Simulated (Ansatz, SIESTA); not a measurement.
This is a calculation of MgS for SIESTA 5.4.2. The cell comes from a database or a generator and needn't be the stable form of this composition.

The input MgS.fdf:

```
SystemName                      MgS
SystemLabel                     MgS
NumberOfSpecies                 2
NumberOfAtoms                   2
%block ChemicalSpeciesLabel
  1  16 S
  2  12 Mg
%endblock ChemicalSpeciesLabel

LatticeConstant                 1.0 Ang
%block LatticeVectors
     0.0000000000     2.8331200468     2.8331200468
     2.8331200468     0.0000000000     2.8331200468
     2.8331200468     2.8331200468     0.0000000000
%endblock LatticeVectors
AtomicCoordinatesFormat         Fractional
%block AtomicCoordinatesAndAtomicSpecies
     0.2500000000     0.2500000000     0.2500000000  1  S
     0.0000000000     0.0000000000     0.0000000000  2  Mg
%endblock AtomicCoordinatesAndAtomicSpecies

%block kgrid.MonkhorstPack
    8   0   0  0.0
    0   8   0  0.0
    0   0   8  0.0
%endblock kgrid.MonkhorstPack
XC.Functional                   GGA
XC.Authors                      PBEsol
PAO.BasisSize                   DZP
PAO.EnergyShift                 0.003 Ry
Mesh.Cutoff                     800 Ry
OccupationFunction              FD
ElectronicTemperature           0.05 eV
MaxSCFIterations                120
SCF.MustConverge                false
SCF.Mixer.Method                Pulay
SCF.Mixer.Weight                0.25
SCF.Mixer.History               8
SCF.DM.Tolerance                5.0e-05
SCF.H.Tolerance                 1.0e-03 eV
WriteForces                     true
Charge.Mulliken                 end
Charge.Hirshfeld                end
Charge.Voronoi                  end
SaveRho                         true
SaveElectrostaticPotential      true
%block PAO.Basis
  Mg 4
  n=2 0 2
    2.604 0.000
  n=3 0 2
    8.229 0.000
  n=2 1 2
    2.943 0.000
  n=3 1 1
    8.229
%endblock PAO.Basis
```

Potentials or basis: PseudoDojo 0.4 standard (PBEsol files), converted to PSML, two zetas on semicore shells, DZP (energy shift 0.003 Ry; two zetas on semicore shells).

The run is started by

```bash
$ siesta < MgS.fdf > MgS.out 2>&1
```

Translate it to Ansatz 0.2.0. Potentials or basis there: all-electron LAPW, scalar-relativistic.

As run (cutoffs and basis follow the program's own potentials, and thresholds, step limits or extra output files can differ):

The input input.yaml:

```yaml
crystal:
  lattice:
    - [0.0, 2.8331200468, 2.8331200468]
    - [2.8331200468, 0.0, 2.8331200468]
    - [2.8331200468, 2.8331200468, 0.0]
  atoms:
    - { symbol: S, position: [0.25, 0.25, 0.25] }
    - { symbol: Mg, position: [0.0, 0.0, 0.0] }
kpoints:
  mp_grid: { grid: [8, 8, 8] }
scf:
  occupations: { method: fermi_dirac, width: 0.05 }
hamiltonian:
  xc: pbesol
  pseudopotentials: { kind: all_electron, lapw: { basis_error: 0.001 } }
output:
  forces: true
  stress: true
  eigenvalues: true
  populations: true
```

Potentials or basis: all-electron LAPW, scalar-relativistic.

Command:

```sh
$ ansatz run input.yaml --threads 1 --pin off --max-ram 3072MiB --backend cpu --events-out ev --progress --plain --runs-dir out
```

Both were run:

|  | SIESTA | Ansatz |
| --- | --- | --- |
| Pressure | 1.2 GPa | -0.5 GPa |

Where Ansatz's input types no cutoff or centring, it takes its own default and a Γ-centred mesh.

Pressure is positive in compression.
